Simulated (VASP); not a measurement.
# CuAu (P1) in VASP: single point with PBE

Aim: the single point of CuAu with PBE.

All numbers are computed with VASP 6.6.1; they aren't measurements. Logs are shortened: lines on timing, memory, paths and dates and some standing lists are left out, and cuts for length are marked.

### Step 1. Starting point

The typed cell holds 16 atoms: a = 6.804 Å, b = 6.825 Å, c = 6.801 Å, α = 108.65°, β = 108.63°, γ = 111.05°.

The cell was built by a generator and needn't be a form met in nature.

### Step 2. Single point, PBE

INCAR reads:

```
ALGO = Fast
EDIFF = 1E-6
ENCUT = 520
GGA = PE
ISIF = 2
ISMEAR = 0
ISYM = 0
LASPH = T
LCHARG = F
LREAL = Auto
LWAVE = F
NBANDS = 102
NELM = 100
PREC = Accurate
SIGMA = 0.1
```

KPOINTS reads:

```
k-points
0
Gamma
  3 3 3
```

POSCAR reads:

```
CuAu
1.0
   -3.9660869187      3.8483071476     -3.9691336256
    3.9836784622      3.8663738275      3.9696087620
    3.9630766399     -3.8487822839     -3.9665984832
Cu Au
8 8
Direct
    0.2490299932     -0.0020453838      0.7409051284
    0.4878981318      0.9987476694      0.4871505593
    0.2488247262      0.2353180896      0.4921468065
    0.9931364906      0.4989054903      0.4924762407
    0.7423959105      0.9995068387      0.2491107250
    0.5004765938      0.2362193326      0.2526672469
    1.0160352930      0.7614122869      0.2624591017
    0.2563198867      0.7623759064      1.0115444974
    0.9987046599      0.2495244783      0.7248017989
    0.7428278426      0.4861023417      0.7339588459
    0.4748257608      0.7480464756      0.7473507802
    0.7645905849      0.7512883540      0.4943310342
    1.0190523081      0.9987590072      1.0184424512
    0.2472298551      0.5114683727      0.2546889397
    0.7424054752      0.2462640025      1.0113802084
    0.5005898332      0.4987426314      0.9998835983
```

Potentials or basis: VASP PAW PBE potentials, release 64 (Cu, Au).

On the command line:

```console
$ cat potpaw_PBE.64/Cu/POTCAR potpaw_PBE.64/Au/POTCAR > POTCAR
$ mpirun -np 1 vasp_std > vasp.out
```

OUTCAR:

```text
EDIFF = 1E-6
   ENCUT = 520
   GGA = PE
   ISIF = 2
   ISMEAR = 0
   ISYM = 0
   LASPH = T
   LREAL = Auto
   NELM = 100
   PREC = Accurate

 ion  position               nearest neighbor table
   1  0.249  0.998  0.741-  11 2.68  12 2.68   7 2.69   3 2.69   2 2.72  15 2.74   4 2.77  16 2.78
                            13 2.81   9 2.82
   2  0.488  0.999  0.487-   7 2.61   6 2.61   8 2.67   3 2.67  14 2.70  10 2.70   5 2.72   1 2.72
                             9 2.83  11 2.83  15 2.94  12 2.95
   3  0.249  0.235  0.492-   7 2.63  13 2.66   2 2.67   9 2.67   1 2.69   6 2.71  10 2.73  14 2.85
                            16 2.85  11 2.86
   4  0.993  0.499  0.492-  11 2.67   9 2.67  15 2.70  12 2.70  10 2.72  14 2.72   7 2.73   6 2.73
                             1 2.77   5 2.77
   5  0.742  1.000  0.249-   9 2.67  15 2.68   6 2.69   8 2.69   2 2.72  12 2.74   4 2.77  16 2.78
                            13 2.81  11 2.82
   6  0.500  0.236  0.253-   2 2.61   8 2.63  13 2.66  15 2.67   5 2.69  10 2.70   3 2.71   4 2.73
                            16 2.85  12 2.86  14 2.97
   7  0.016  0.761  0.262-   2 2.61   3 2.63  13 2.66  12 2.67   1 2.69  14 2.70   8 2.71   4 2.73
                            16 2.85  15 2.86  10 2.97
   8  0.256  0.762  0.012-   6 2.63  13 2.66   2 2.67  11 2.67   5 2.69   7 2.71  14 2.73  10 2.85
                            16 2.85   9 2.86
   9  0.999  0.250  0.725-   4 2.67   5 2.67   3 2.67  12 2.77  10 2.77  16 2.79   1 2.82   2 2.83
                             8 2.86  14 2.98  15 3.00  13 3.02
  10  0.743  0.486  0.734-   6 2.70   2 2.70   4 2.72   3 2.73   9 2.77  12 2.79  16 2.81   8 2.85
                            13 2.85  15 2.87   7 2.97  11 2.98
  11  0.475  0.748  0.747-   4 2.67   8 2.67   1 2.68  14 2.77  15 2.77  16 2.79   5 2.82   2 2.83
                             3 2.86  10 2.98  12 3.00  13 3.02
  12  0.765  0.751  0.494-   7 2.67   1 2.68   4 2.70   5 2.74   9 2.77  16 2.78  10 2.79   6 2.86
                            14 2.87  13 2.94   2 2.95  11 3.00
  13  0.019  0.999  0.018-   3 2.66   8 2.66   7 2.66   6 2.66   5 2.81   1 2.81  10 2.85  14 2.85
                            12 2.94  15 2.95  11 3.02   9 3.02
  14  0.247  0.511  0.255-   7 2.70   2 2.70   4 2.72   8 2.73  11 2.77  15 2.79  16 2.81   3 2.85
                            13 2.85  12 2.87   6 2.97   9 2.98
  15  0.742  0.246  0.011-   6 2.67   5 2.68   4 2.70   1 2.74  11 2.77  16 2.78  14 2.79   7 2.86
                            10 2.87   2 2.94  13 2.95   9 3.00
  16  0.501  0.499  1.000-  12 2.78  15 2.78   5 2.78   1 2.78   9 2.79  11 2.79  10 2.81  14 2.81
                             3 2.85   6 2.85   7 2.85   8 2.85

IMPORTANT INFORMATION: All symmetrisations will be switched off!
NOSYMM: (Re-)initialisation of all symmetry stuff for point group C_1.

----------------------------------------------------------------------------------------

                                     Primitive cell

  volume of cell :     243.2554

  direct lattice vectors                    reciprocal lattice vectors
    -3.966086919  3.848307148 -3.969133626    -0.000239225  0.129631295 -0.126019989
     3.983678462  3.866373827  3.969608762     0.125551237  0.129336701 -0.000055369
     3.963076640 -3.848782284 -3.966598483     0.125885896 -0.000279290 -0.126060054

  length of vectors
     6.803920567  6.824685662  6.800956186     0.180790950  0.180252874  0.178152952

  position of ions in fractional coordinates (direct lattice)
     0.249029993  0.997954616  0.740905128
     0.487898132  0.998747669  0.487150559
     0.248824726  0.235318090  0.492146807
     0.993136491  0.498905490  0.492476241
     0.742395911  0.999506839  0.249110725
     0.500476594  0.236219333  0.252667247
[... 8 lines left out ...]
     0.742405475  0.246264002  0.011380208
     0.500589833  0.498742631  0.999883598

  ion indices of the primitive-cell ions
   primitive index   ion index
                 1           1
                 2           2
                 3           3
                 4           4
                 5           5
                 6           6
[... 8 lines left out ...]
                15          15
                16          16

----------------------------------------------------------------------------------------

 KPOINTS: k-points

Automatic generation of k-mesh.
 Grid dimensions read from file:
 generate k-points for:    3    3    3

 Generating k-lattice:

  Cartesian coordinates                     Fractional coordinates (reciprocal lattice)
    -0.000079742  0.043210432 -0.042006663     0.333333333 -0.000000000  0.000000000
     0.041850412  0.043112234 -0.000018456    -0.000000000  0.333333333  0.000000000
     0.041961965 -0.000093097 -0.042020018    -0.000000000  0.000000000  0.333333333

  Length of vectors
     0.060263650  0.060084291  0.059384317

  Shift w.r.t. Gamma in fractional coordinates (k-lattice)
     0.000000000  0.000000000  0.000000000

 Subroutine IBZKPT returns following result:
 ===========================================

 Found     14 irreducible k-points:

 Following reciprocal coordinates:
            Coordinates               Weight
  0.000000  0.000000  0.000000      1.000000
  0.333333  0.000000  0.000000      2.000000
 -0.000000  0.333333  0.000000      2.000000
  0.333333  0.333333  0.000000      2.000000
 -0.333333  0.333333  0.000000      2.000000
  0.000000 -0.000000  0.333333      2.000000
  0.333333  0.000000  0.333333      2.000000
 -0.333333  0.000000  0.333333      2.000000
  0.000000  0.333333  0.333333      2.000000
  0.333333  0.333333  0.333333      2.000000
 -0.333333  0.333333  0.333333      2.000000
  0.000000 -0.333333  0.333333      2.000000
  0.333333 -0.333333  0.333333      2.000000
 -0.333333 -0.333333  0.333333      2.000000
   k-points           NKPTS =     14   k-points in BZ     NKDIM =     14   number of bands    NBANDS=    102
   number of dos      NEDOS =    301   number of ions     NIONS =     16
   total plane-waves  NPLWV = 157464
   dimension x,y,z NGX =    54 NGY =   54 NGZ =   54
   dimension x,y,z NGXF=   108 NGYF=  108 NGZF=  108
   ions per type =               8   8
   NGX,Y,Z   is equivalent  to a cutoff of  13.19, 13.15, 13.20 a.u.
   NGXF,Y,Z  is equivalent  to a cutoff of  26.39, 26.31, 26.40 a.u.
 SYSTEM =  unknown system
   PREC   = accura    normal or accurate (medium, high low for compatibility)
   ISTART =      0    job   : 0-new  1-cont  2-samecut
   ICHARG =      2    charge: 1-file 2-atom 10-const
   ISPIN  =      1    spin polarized calculation?
   LNONCOLLINEAR =      F non collinear calculations
   LSORBIT =      F    spin-orbit coupling
   LASPH  =      T    aspherical Exc in radial PAW
   ENCUT  =  520.0 eV  38.22 Ry    6.18 a.u.  12.65 12.69 12.65*2*pi/ulx,y,z
   NELM   =    100;   NELMIN=  2; NELMDL= -5     # of ELM steps
   EDIFF  = 0.1E-05   stopping-criterion for ELM
   LREAL  =      T    real-space projection
   EDIFFG = 0.1E-04   stopping-criterion for IOM
   NSW    =      0    number of steps for IOM
   IBRION =     -1    ionic relax: 0-MD 1-quasi-New 2-CG
   NFREE  =      0    steps in history (QN), initial steepest desc. (CG)
   ISIF   =      2    stress and relaxation
   ISYM   =      0    0-nonsym 1-usesym 2-fastsym
   POTIM  = 0.5000    time-step for ionic-motion
   TEBEG  =    0.0;   TEEND  =   0.0 temperature during run
   PSTRESS=    0.0 pullay stress
   NELECT =     176.0000    total number of electrons
   NUPDOWN=      -1.0000    fix difference up-down
   EMIN   =  10.00;   EMAX   =-10.00  energy-range for DOS
   EFERMI =   0.00;   METHOD = LEGACY
   ISMEAR =     0;   SIGMA  =   0.10  broadening in eV -4-tet -1-fermi 0-gaus
   EFERMI_NEDOS =   21; number of points for ismear=-14 and -15
   IALGO  =     68    algorithm
   IMIX   =      4    mixing-type and parameters
     AMIX     =   0.40;   BMIX     =  1.00
     AMIX_MAG =   1.60;   BMIX_MAG =  1.00
  volume/ion in A,a.u.               =      15.20       102.60
  Fermi-wavevector in a.u.,A,eV,Ry     =   1.469687  2.777306 29.388313  2.159980
  Thomas-Fermi vector in A             =   2.585034
   LORBIT       =      0    0 simple, 1 ext, 2 COOP (PROOUT), +10 PAW based schemes
   GGA     = PE    functional components
   LHFCALC =     F    Hartree Fock is set to
   AEXX    =    0.0000 exact exchange contribution
   IVDW    =     0    specifies the selected vdW correction
   LEPSILON=     F    determine dielectric tensor
   LRPA    =     F    only Hartree local field effects (RPA)
 non-spin polarized calculation
 RMM-DIIS sequential band-by-band and
 Gauss-broadening in eV      SIGMA  =   0.10
  energy-cutoff  :      520.00
  volume of cell :      243.26
 maximum number of plane-waves:      6583
 NGX is ok and might be reduce to    50
   NGX = 25   NGY = 25   NGZ = 25

 number of electron     176.0000006 magnetization

 Free energy of the ion-electron system (eV)
  ---------------------------------------------------
  ext. energy  EPLUGINS =         0.00000000
  ---------------------------------------------------
  free energy    TOTEN  =       -55.81025519 eV

  energy without entropy =      -55.77802629  energy(sigma->0) =      -55.79414074

 E-fermi :   7.9760     XC(G=0): -12.4026

 val. band max:        7.9588957604   @ k =   0.0000   0.0000   0.0000
 cond. band min:       7.9965415710   @ k =  -0.3333   0.0000   0.3333
 fundamental gap:      0.0376458106
 Fermi energy:         7.9759844289

 k-point     1 :       0.0000    0.0000    0.0000
  band No.  band energies     occupation
      1      -1.2770      2.00000
      2       1.6811      2.00000
      3       1.7591      2.00000
      4       1.7665      2.00000
      5       1.7861      2.00000
      6       1.8375      2.00000
[... 92 lines left out ...]
     99      14.7463      0.00000
    100      16.2747      0.00000

 k-point     2 :       0.3333    0.0000    0.0000
  band No.  band energies     occupation
      1      -0.6576      2.00000
      2       0.9660      2.00000
      3       1.4495      2.00000
      4       1.5603      2.00000
      5       1.7834      2.00000
      6       1.8813      2.00000
[... 1225 lines left out ...]
     99      12.4531      0.00000
    100      12.5699      0.00000

 k-point    14 :      -0.3333   -0.3333    0.3333
  band No.  band energies     occupation
      1      -0.0436      2.00000
      2       1.1835      2.00000
      3       1.2123      2.00000
      4       1.3368      2.00000
      5       1.4427      2.00000
      6       1.5430      2.00000
[... 92 lines left out ...]
     99      12.5119      0.00000
    100      12.7036      0.00000
 [bands above 100 left out]

------------------------ aborting loop because EDIFF is reached ----------------------------------------

  FORCE on cell =-STRESS in cart. coord.  units (eV):
  Direction    XX          YY          ZZ          XY          YZ          ZX
  --------------------------------------------------------------------------------------
  -------------------------------------------------------------------------------------
  Total        0.1168940     -0.2427907      0.1919166      0.0687819     -0.0048093     -0.0608063
  in kB        0.7699107     -1.5991167      1.2640395      0.4530247     -0.0316758     -0.4004945
  external PRESSURE =       0.1449445 kB  Pullay stress =       0.0000000 kB

 VOLUME and BASIS-vectors are now :
 -----------------------------------------------------------------------------
  energy-cutoff  :      520.00
  volume of cell :      243.26
      direct lattice vectors                 reciprocal lattice vectors
    -3.966086919  3.848307148 -3.969133626    -0.000239225  0.129631295 -0.126019989
     3.983678462  3.866373827  3.969608762     0.125551237  0.129336701 -0.000055369
     3.963076640 -3.848782284 -3.966598483     0.125885896 -0.000279290 -0.126060054

 POSITION                                       TOTAL-FORCE (eV/Angst)
 -----------------------------------------------------------------------------------
      5.92412      1.96523      0.03418         0.006362     -0.003949     -0.000052
      3.97426      3.86418      0.09577         0.001921      0.000984     -0.013341
      1.90099     -0.02678     -2.00565         0.011009      0.010863     -0.000532
      0.00033      3.85542     -3.91489         0.000597     -0.000118      0.000153
      2.02455      5.76266      0.03286        -0.003813      0.005554      0.002703
     -0.04257      1.86684     -2.05099        -0.000473      0.010245      0.009706
[... 8 lines left out ...]
     -1.91831      3.76535     -2.01428        -0.000975      0.008904     -0.001911
      3.96406      0.00641     -3.97323        -0.002723     -0.001061     -0.001878
 -----------------------------------------------------------------------------------
    total drift:                               -0.003955     -0.004224     -0.000847

  FREE ENERGIE OF THE ION-ELECTRON SYSTEM (eV)
  ---------------------------------------------------
  free  energy   TOTEN  =       -55.8102551886 eV

  energy  without entropy=      -55.7780262940  energy(sigma->0) =      -55.79414074
```

Wall time 22 min (1 thread of Intel Xeon Platinum 8488C (Sapphire Rapids), shared host); peak memory 0.52 GiB.

Results:

```
Free energy            : -55.8103 eV
Pressure               : 0.0 GPa
Largest force          : 0.016 eV/Å
Band gap on the k mesh : none (metal or under the smearing width)
```

Forces on the atoms (eV/Å):
```
Cu   0.006 -0.004  0.000
Cu   0.002  0.001 -0.013
Cu   0.011  0.011 -0.001
Cu   0.001  0.000  0.000
Cu  -0.004  0.006  0.003
Cu   0.000  0.010  0.010
Cu  -0.002 -0.011  0.010
Cu  -0.010 -0.013  0.001
Au   0.006 -0.007 -0.004
Au   0.003 -0.003 -0.003
Au  -0.005  0.006 -0.004
Au   0.001 -0.008 -0.003
Au  -0.001  0.002  0.011
Au  -0.005  0.002 -0.002
Au  -0.001  0.009 -0.002
Au  -0.003 -0.001 -0.002
```

Stress tensor (GPa, compression positive):
```
 0.08  0.05 -0.04
 0.05 -0.16  0.00
-0.04  0.00  0.13
```

Caveat: the k mesh is coarse (spacing up to 0.38 Å⁻¹), so the values aren't converged.
